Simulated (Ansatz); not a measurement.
A plane-wave DFT run in Ansatz 0.2.0 (scalar-relativistic PAW potentials unless the input names others): input and command.

```yaml
crystal:
  lattice:
    - [-4.8301248088, -4.8301248088, 0.0]
    - [-4.8301248088, 4.8301248088, 0.0]
    - [4.8301248088, 0.0, -6.4194329124]
  atoms:
    - { symbol: Hf, position: [0.2475293667, 0.2838347635, 0.5110309391], spin: 0.25 }
    - { symbol: Hf, position: [-0.0121632949, 0.0242331832, -0.0083573918], spin: 0.25 }
    - { symbol: Hf, position: [0.7335631849, 0.7400823956, 0.5052124484] }
    - { symbol: Hf, position: [0.4796634098, 0.4861725031, -0.0025344455] }
    - { symbol: Hf, position: [0.0387008331, 0.6226680779, 0.2513313615], spin: 0.25 }
    - { symbol: Hf, position: [0.8654979762, 0.3838105169, 0.7527575296] }
    - { symbol: Hf, position: [0.6693694341, 0.1289136973, 0.2513290252] }
    - { symbol: Hf, position: [0.3641033043, 0.8823111383, 0.7498875153] }
    - { symbol: Hf, position: [0.3496190552, 0.8787851266, 0.2512958728], spin: 0.25 }
    - { symbol: O, position: [0.8462834862, 0.6864924033, 0.7574282136] }
    - { symbol: O, position: [0.6152423014, 0.4276712324, 0.2513400989] }
    - { symbol: O, position: [0.34018606, 0.1803665502, 0.7452430722] }
    - { symbol: O, position: [0.4110381932, 0.7606425108, 0.4812391698] }
    - { symbol: O, position: [0.1811198512, 0.5307101083, 0.0214013901] }
    - { symbol: O, position: [0.9553551526, 0.2860893458, 0.5186689141] }
    - { symbol: O, position: [0.6880167817, 0.0187336279, -0.016012143] }
    - { symbol: O, position: [0.0450958556, 0.7294207923, 0.5277042433] }
    - { symbol: O, position: [0.7687272956, 0.4530307925, -0.0250426425] }
    - { symbol: O, position: [0.5438468759, 0.219314985, 0.4830746426] }
    - { symbol: O, position: [0.3120828621, -0.0124217499, 0.0195543465] }
    - { symbol: O, position: [0.1147890956, 0.3288931113, 0.2513443583] }
    - { symbol: O, position: [0.8804197299, 0.0685416235, 0.7336392237] }
    - { symbol: O, position: [0.6768482744, 0.8154385931, 0.2513215966] }
    - { symbol: O, position: [0.3981098462, 0.5861946826, 0.769010589] }
  host:
    lattice:
      - [4.8301248088, 0.0, 0.0]
      - [0.0, 4.8301248088, 0.0]
      - [0.0, 0.0, 3.2097164562]
    atoms:
      - { symbol: Hf, position: [0.0, 0.0, 0.0] }
      - { symbol: Hf, position: [0.5, 0.5, 0.5] }
      - { symbol: O, position: [0.1949699035, 0.8050300965, 0.5] }
      - { symbol: O, position: [0.3050300965, 0.3050300965, 0.0] }
      - { symbol: O, position: [0.6949699035, 0.6949699035, 0.0] }
      - { symbol: O, position: [0.8050300965, 0.1949699035, 0.5] }
total_charge: 1
basis:
  ecutwfc: 420
  xc_grid: 2
kpoints:
  mp_grid: { grid: [2, 2, 2], shift: [0.0, 0.0, 0.0] }
hamiltonian:
  xc: pbesol
scf:
  occupations: { method: gaussian, width: 2.0 }
  max_iter: 75
output:
  forces: true
  eigenvalues: true
magnetization:
  spin_polarized: true
```

```bash
ansatz run input.yaml --threads 4 --pin off --max-ram 10240MiB --backend cpu --events-out ev --progress --plain --runs-dir out
```

Abridged log:
```
band count auto-derived: 232 (N_el = 323.0; filled up to band 162; 195 by the electrons, moments and atoms)
Pseudopotentials: kind: paw
Pseudopotential: Hf, paw, valence charge 26, recommended cutoff 420 eV (normal)
Pseudopotential: O, paw, valence charge 6, recommended cutoff 420 eV (normal)
Functional definition: PBEsol
Crystal: 24 atoms, lattice volume = 299.532 Å³
Basis set: ecut = 420 eV, 5841 PW (Γ), exchange–correlation on 96×96×108 points (8 copies of the dense FFT grid, shifted against one another)
Bands: 232, of which v1, the nominal top of the filled ones, is band 162 counted from 1 (161 counted from 0)
Symmetry: 1 space group operations
Space group: P1 (ITA 1), of the structure as read, at distance tolerance 6.7e-5 Å
Magnetic group: BNS 1.1 (UNI 1), of the structure as read, at distance tolerance 6.7e-5 Å
k-points: 8
Initial density: superposition of atomic densities (chi_scale 0.1, normalization cell, long waves kept (reshape's long-wave potential 0.26 eV rms))
Starting moments: Σ|m| = 1 μB on 4 of 24 sites
Initial wavefunctions: pseudopotential atomic-orbital guess
Functional: x = pbesol(κ = 0.804, μ = 0.12345679), c = pbesol(β = 0.046)
SCF iter   1: F=—  HF=-148866.937499 eV  |F-HF|=—  |Δ(HF+E_count)|=         —  Δρ=6.19e-2 (↑6.00e-2 ↓6.19e-2) dr2=7.62e1  dr2_m=2.35e-2  M=0.088 μB ∫|m|=0.150 μB  β_m=0.30  ethr=3.10e-3  ⟨swp⟩=4.9  Hψ=11954  notcnv=0
Mixer restart at iter 1: flushing history
spin=Collinear: Kerker preconditioning applied to the charge; magnetization (m = ρ↑ − ρ↓) channel mixes plain (no charge-response kernel on spin).
SCF iter   2: F=—  HF=-148860.449488 eV  |F-HF|=—  |Δ(HF+E_count)|=    6.49e0  Δρ=3.66e-2 (↑3.49e-2 ↓3.66e-2) dr2=3.61e1  dr2_m=1.22e-2  M=0.067 μB ∫|m|=0.124 μB  β_m=0.48  ethr=3.10e-3  ⟨swp⟩=2.0  Hψ=6064  notcnv=0
SCF iter   3: F=—  HF=-148854.301175 eV  |F-HF|=—  |Δ(HF+E_count)|=    6.15e0  Δρ=1.64e-2 (↑1.57e-2 ↓1.64e-2) dr2=1.10e1  dr2_m=1.21e-3  M=0.032 μB ∫|m|=0.063 μB  β_m=0.56  ethr=3.10e-3  ⟨swp⟩=2.0  Hψ=4332  notcnv=0
SCF iter   4: F=—  HF=-148851.620933 eV  |F-HF|=—  |Δ(HF+E_count)|=    2.68e0  Δρ=7.27e-3 (↑7.27e-3 ↓7.21e-3) dr2=1.08e0  dr2_m=1.88e-4  M=0.001 μB ∫|m|=0.014 μB  β_m=0.67  ethr=3.10e-3  ⟨swp⟩=2.7  Hψ=6814  notcnv=0  defer=43
SCF iter   5: F=—  HF=-148852.024166 eV  |F-HF|=—  |Δ(HF+E_count)|=   4.03e-1  Δρ=3.93e-3 (↑3.91e-3 ↓3.93e-3) dr2=3.56e-1  dr2_m=2.42e-5  M= 0.000 μB ∫|m|=0.004 μB  β_m=0.75  ethr=3.33e-4  ⟨swp⟩=2.0  Hψ=5968  notcnv=0  defer=72
SCF iter   6: F=—  HF=-148852.016983 eV  |F-HF|=—  |Δ(HF+E_count)|=   7.18e-3  Δρ=1.92e-3 (↑1.92e-3 ↓1.92e-3) dr2=1.08e-1  dr2_m=7.61e-6  M=0.001 μB ∫|m|=0.002 μB  β_m=0.85  ethr=1.10e-4  ⟨swp⟩=2.0  Hψ=6177  notcnv=0  defer=70
SCF iter   7: F=—  HF=-148852.012183 eV  |F-HF|=—  |Δ(HF+E_count)|=   4.80e-3  Δρ=1.90e-3 (↑1.90e-3 ↓1.90e-3) dr2=4.75e-2  dr2_m=1.43e-7  M= 0.000 μB ∫|m|=0.000 μB  β_m=0.74  ethr=3.35e-5  ⟨swp⟩=2.0  Hψ=6256  notcnv=0  defer=66
SCF iter   8: F=—  HF=-148852.007660 eV  |F-HF|=—  |Δ(HF+E_count)|=   4.52e-3  Δρ=5.78e-4 (↑5.78e-4 ↓5.71e-4) dr2=9.83e-3  dr2_m=1.26e-6  M=-0.001 μB ∫|m|=0.001 μB  β_m=0.87  ethr=1.47e-5  ⟨swp⟩=2.0  Hψ=5978  notcnv=0  defer=70
   ...
SCF iter  12: F=—  HF=-148852.008392 eV  |F-HF|=—  |Δ(HF+E_count)|=   4.48e-5  Δρ=8.65e-5 (↑8.63e-5 ↓8.65e-5) dr2=1.75e-4  dr2_m=5.98e-10  M= 0.000 μB ∫|m|=0.000 μB  β_m=0.79  ethr=1.21e-7  ⟨swp⟩=2.0  Hψ=6169  notcnv=0  defer=75
SCF iter  13: F=—  HF=-148852.008378 eV  |F-HF|=—  |Δ(HF+E_count)|=   1.34e-5  Δρ=3.51e-5 (↑3.51e-5 ↓3.50e-5) dr2=5.09e-5  dr2_m=2.65e-10  M= 0.000 μB ∫|m|=0.000 μB  β_m=0.78  ethr=5.43e-8  ⟨swp⟩=2.0  Hψ=5778  notcnv=0  defer=74
SCF iter  14: F=—  HF=-148852.008376 eV  |F-HF|=—  |Δ(HF+E_count)|=   1.96e-6  Δρ=2.00e-5 (↑1.99e-5 ↓2.00e-5) dr2=1.77e-5  dr2_m=2.08e-10  M=0.000 μB ∫|m|=0.000 μB  β_m=0.76  ethr=1.58e-8  ⟨swp⟩=2.2  Hψ=5515  notcnv=0  defer=74
SCF iter  15: F=—  HF=-148852.008374 eV  |F-HF|=—  |Δ(HF+E_count)|=   2.26e-6  Δρ=1.69e-5 (↑1.69e-5 ↓1.69e-5) dr2=8.61e-6  dr2_m=5.31e-11  M=0.000 μB ∫|m|=0.000 μB  β_m=0.85  ethr=5.49e-9  ⟨swp⟩=2.0  Hψ=6109  notcnv=0  defer=74
SCF iter  16: F=—  HF=-148852.008374 eV  |F-HF|=—  |Δ(HF+E_count)|=   2.20e-7  Δρ=1.27e-5 (↑1.27e-5 ↓1.27e-5) dr2=3.25e-6  dr2_m=5.81e-12  M=0.000 μB ∫|m|=0.000 μB  β_m=0.73  ethr=2.67e-9  ⟨swp⟩=2.0  Hψ=5488  notcnv=0  defer=74
SCF iter  17: F=—  HF=-148852.008373 eV  |F-HF|=—  |Δ(HF+E_count)|=   6.45e-7  Δρ=6.57e-6 (↑6.57e-6 ↓6.56e-6) dr2=1.11e-6  dr2_m=6.13e-12  M=0.000 μB ∫|m|=0.000 μB  β_m=0.73  ethr=1.01e-9  ⟨swp⟩=2.0  Hψ=5684  notcnv=0  defer=74
SCF iter  18: F=—  HF=-148852.008373 eV  |F-HF|=—  |Δ(HF+E_count)|=  4.07e-10  Δρ=2.96e-6 (↑2.96e-6 ↓2.96e-6) dr2=2.11e-7  dr2_m=2.19e-13  M=0.000 μB ∫|m|=0.000 μB  β_m=0.68  ethr=3.43e-10  ⟨swp⟩=2.0  Hψ=5462  notcnv=0  defer=74
SCF iter  19: F=-148852.008373 eV  HF=-148852.008373 eV  |F-HF|=7.37e-8  |Δ(HF+E_count)|=   8.44e-9  Δρ=1.72e-6 (↑1.72e-6 ↓1.72e-6) dr2=8.25e-8  dr2_m=2.31e-13  M= 0.000 μB ∫|m|=0.000 μB  ethr=3.10e-11  ⟨swp⟩=9.9  Hψ=16556  notcnv=0
SCF 1 converged in 19 iterations: F = -148852.008373 eV  dr2 = 8.25e-8
WARN: the starting moments were not kept: the SCF closed with an absolute magnetisation of 7.2e-7 μB, where they sum to 1 μB in size (4 sites). That is at most 0.1 of that sum. Measured as dr2_m measures the in/out step, that magnetisation stands 1.2e-14 eV from none, at or under the dr2_threshold of 1.0e-7 eV: it is no larger than a step whose dr2_m would equal this threshold. The system may hold no moment; this SCF shows only that its start led to no more than that. To try another start: raise the starting moments (crystal.atoms[].spin, magnetization.per_species, magnetization.initial_magnet ...
SCF converged after 19 iterations
Magnetization:  0.0000 μB (161.5000 up, 161.5000 down)
Absolute magnetization: 0.0000 μB (∫|ρ↑−ρ↓|, with the PAW one-centre terms)
Spin contamination: 0.0000 ħ² per cell (⟨S²⟩ above its minimum at these occupations)
Per-site moments (μB) at R_I (Å): [(-2.18448560e-8, 0.83428179), (-2.21910966e-8, 0.83428268), (1.58149597e-9, 0.83895949), (0.0, 0.83896555), (-2.50314875e-8, 0.82543072), (2.47920297e-9, 0.83856714), (-2.33810287e-9, 0.83050327), (2.16005529e-9, 0.83859332), (-3.39880954e-8, 0.90822071), (3.01558228e-9, 0.83895949), (-1.30374658e-9, 0.85179323), (2.88099234e-9, 0.83896555), (4.37829056e-9, 0.87646583), (5.70082297e-9, 0.87651443), (9.87239443e-9, 0.83050327), (9.98321194e-9, 0.83050589), (1.12465686e-8, 0.82543072), (1.09720567e-8, 0.82543217), (4.39349862e-9, 0.88893531), (2.43771094e-9, 0. ...
Free energy (F): -148852.008373 eV
Harris-Foulkes:  -148852.008373 eV  (|F-HF|=7.37e-8)
Internal energy: -148844.101693 eV  (E = F + TS)
E sigma→0 (E₀):  -148848.055033 eV
Entropy (-TS):   -7.906680 eV (-329.445 meV/atom)
Fermi energy:    16.431423 eV
--- Forces (eV/Å), atoms counted from 1 ---
  atom   1  Hf    -0.11803336     0.27470340    -0.78748284
  atom   2  Hf    -0.11730235     0.27275517     0.78846301
  atom   3  Hf     0.18552852    -0.49345233    -0.54825286
  atom   4  Hf     0.18370662    -0.49546825     0.54979430
  atom   5  Hf     0.90355528    -0.69212911    -0.00024215
  atom   6  Hf     0.00402964    -0.03203905     0.15245939
  atom   7  Hf    -1.24342877     0.42798921    -0.00021254
  atom   8  Hf     0.00340637    -0.02977448    -0.15184546
  atom   9  Hf    -0.20190593    -0.38307267    -0.00042818
  atom  10  O     -0.00025274     0.03795513    -0.12501103
  atom  11  O      0.11105085    -0.21129673    -0.00014179
  atom  12  O      0.00026560     0.03709816     0.12466891
  atom  13  O     -0.33894101     0.29317224     0.48929043
  atom  14  O     -0.33801099     0.29382214    -0.48858268
  atom  15  O      0.04615835    -0.05138839     0.12057574
  atom  16  O      0.04546428    -0.05153782    -0.12122726
  atom  17  O      0.01753280     0.12840237     0.24430237
  atom  18  O      0.01865790     0.12946018    -0.24470677
  atom  19  O      0.32954497    -0.21757892     0.40415711
  atom  20  O      0.32976073    -0.21796550    -0.40467601
  atom  21  O     -0.16760980     0.37081262    -0.00112218
  atom  22  O      0.00776042     0.03390044    -0.25364868
  atom  23  O      0.33052990     0.54288252     0.00011584
  atom  24  O      0.00863971     0.03287718     0.25375376
```

Task: What is wrong with this input?

Result: The fault is a smearing of electronvolts (scf.occupations: {"method": "gaussian", "width": 0.01} → {"method": "gaussian", "width": 2.0}, the first being the value of the sound run). Setting it back cures it. The run converged all the same, with an energy at zero smearing 8.83 meV/atom above the reference's, largest force 1.315 eV/Å, no gap on the mesh, so convergence alone doesn't show that an input is right. A reference run on usual settings, whose relaxation ended at this geometry, converged, and the end of its own relaxation has largest force 0.013 eV/Å, gap on the mesh 0.14 eV.

The run took 36 s on 4 threads of AMD EPYC 7R43 64-Core Processor (Zen 3), with other jobs on the host, peak memory 2 GiB.